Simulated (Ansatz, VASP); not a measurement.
**Two plane-wave programs on Re**

```
Re
1.0
    -1.60293    1.60293    1.60293
     1.60293   -1.60293    1.60293
     1.60293    1.60293   -1.60293
Re
1
Direct
  0.00000 0.00000 0.00000
```

Alike in both runs: task single point; functional RPBE; k mesh 16 × 16 × 16; occupations fermi-dirac, width 0.1 eV; no spin polarisation.

|  | VASP | Ansatz |
| --- | --- | --- |
| version | VASP 6.6.1 | Ansatz 0.2.0 |
| potentials or method | VASP PAW PBE potentials, release 64 (Re) | plane waves (420 eV) with PAW, scalar-relativistic |
| plane-wave cutoff (eV) | 520 | 420 |
| valence electrons in the cell | 7 | 15 |

|  | VASP | Ansatz | Ansatz less VASP |
| --- | --- | --- | --- |
| pressure (GPa) | -22.7 | -21.9 | +0.80 |

The two sets of potentials don't hold the same shells in valence.

Caveats: so large a pressure means that the cell lies far from this level's equilibrium, or that cutoff or potentials fall short (VASP); the potentials were made for another functional, which shifts forces and pressure (VASP). The runs have no spin-orbit coupling, so splittings on Re are missing.
